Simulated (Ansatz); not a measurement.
```
Si C
1.0
     0.00000    2.06076    2.06076
     2.06076    0.00000    2.06076
     2.06076    2.06076    0.00000
Si C
1 1
Direct
  0.00000 0.00000 0.00000
  0.25000 0.25000 0.25000
```

PBE orbitals in Ansatz, hand-made PAW set, wave cutoff 820 eV, 4×4×4 mesh, Wigner-Seitz cut of the exact exchange. The files were made with PBE, which bears on the Hartree-Fock expression through the cores.

The cell is then scaled evenly to 1.128 times this volume.

Energy change of the cell: PBE -0.470 eV (mean pressure +33.7 GPa).

What change follows for the Hartree-Fock expression on the same orbitals?

The Hartree-Fock expression on the same orbitals: -0.471 eV (mean pressure +33.8 GPa).

The cell is a model at fixed atoms and needn't be the relaxed known crystal. The mesh is coarse, so these steps aren't converged.
